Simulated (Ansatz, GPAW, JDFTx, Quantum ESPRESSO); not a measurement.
**Bi: energy against volume and a worked fit**

Symmetry: Im-3m, No. 229, cubic system. Conventional cell: a = 3.963 Å, b = 3.963 Å, c = 3.963 Å, α = 90.00°, β = 90.00°, γ = 90.00°. Bi (site symmetry m-3m) is surrounded by 8 Bi at 3.43 Å.

This isn't the form of Bi at room conditions, which is rhombohedral.

The cell was scaled at fixed shape and fractions and run with JDFTx, PseudoDojo-SR-PBEsol-0.4.1-standard, cutoff 898 eV; PBEsol, k mesh 9 × 9 × 9 on the cell of 1 atom, fermi-dirac occupations of 0.05 eV, no spin polarisation, no spin-orbit coupling. Energies are those that the program minimises, any entropy of the smearing included. For a metal such a mesh isn't converged to the digits shown.

```csv
V (Å³/atom),energy over the lowest row (meV/atom)
29.2499,4.27
29.8722,0.00
30.4946,0.76
31.1169,6.03
31.7393,15.35
32.3616,?
32.9839,44.25
```

Problem. Fit the third-order Birch-Murnaghan form, give V0, B0 and B′, and predict the energy left open.

Solution. With y = (V0/V)^(2/3), E = E0 + (9 V0 B0/16) [(y - 1)³ B′ + (y - 1)² (6 - 4y)]. Least squares through the rows shown give V0 = 30.0803 Å³/atom, E0 = -0.29 meV, B0 = 60.50 GPa (1 eV/Å³ = 160.218 GPa) and B′ = 4.61, with a largest miss of 0.01 meV. At V = 32.3616 the form with these constants gives 28.20 meV; the run gave 28.22 meV an atom. Other set-ups at this level, from all their volumes (Å³/atom, GPa): GPAW, PAW data sets generated for this functional: V0 29.980, B0 59.69; Ansatz, all-electron LAPW, scalar-relativistic: V0 30.045, B0 60.32; Quantum ESPRESSO, PseudoDojo 0.4.1 SR PBEsol standard: V0 30.080, B0 60.7.
